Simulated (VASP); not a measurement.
Wanted: the native input for a VASP 6.6.1 run.

```
Task                   : relaxation of cell and atoms
Functional             : RPBE
Potentials or basis    : VASP PAW PBE potentials, release 64 (C)
Cutoff                 : 600 eV
k mesh                 : 10 × 10 × 10
Occupations            : fermi-dirac, width 0.05 eV
Spin                   : no spin polarisation
Further INCAR settings : ALGO = Normal; EDIFF = 1e-06; IBRION = 2; EDIFFG = -0.01; NSW = 60; ISIF = 3
```

The structure of C lies in POSCAR:

```
C
1.0
    2.6197200000      0.0000000000      0.0000000000
    0.0000000000      2.6197200000      0.0000000000
    0.0000000000      0.0000000000      2.6197200000
C
3
Direct
    0.0000000000      0.5000000000      0.5000000000
    0.5000000000      0.0000000000      0.5000000000
    0.5000000000      0.5000000000      0.0000000000
```

The cell was built by a generator and needn't be a form met in nature.

One way to write it, as run:

INCAR

```
  PREC = Accurate
  ENCUT = 600
  EDIFF = 1E-6
  ISMEAR = -1
  SIGMA = 0.05
  LREAL = False
  LASPH = True
  NELM = 80
  ALGO = Normal
  ISIF = 3
  LWAVE = False
  LCHARG = False
  GGA = RP
  IBRION = 2
  NSW = 60
  EDIFFG = -0.01
```

KPOINTS

```
regular mesh
0
Gamma
  10 10 10
```

Potentials or basis: VASP PAW PBE potentials, release 64 (C).

Run with:

```bash
$ cat potpaw_PBE.64/C/POTCAR > POTCAR
$ mpirun -np 1 vasp_std > vasp.out
```

It gave:

```yaml
Relaxed_volume: 6.26 Å³/atom
Relaxed_cell: a = 2.658 Å, b = 2.658 Å, c = 2.658 Å, α = 90.00°, β = 90.00°, γ = 90.00°
Space_group_after_relaxing_to_0.05_Å: Pm-3m (No. 221)
Energy_gained_by_relaxing: 6.2 meV/atom
Ionic_steps: 3
Pressure_after_relaxing: 0.0 GPa
Band_gap_on_the_k_mesh: none (metal or under the smearing width)
```

Caveat: the PAW data sets were made with another functional, which shifts forces and pressure a little.

Wall time 14 s on 1 thread of Intel(R) Xeon(R) Platinum 8259CL CPU @ 2.50GHz (Skylake/Cascade Lake), on a shared host, peak memory 0.13 GiB.
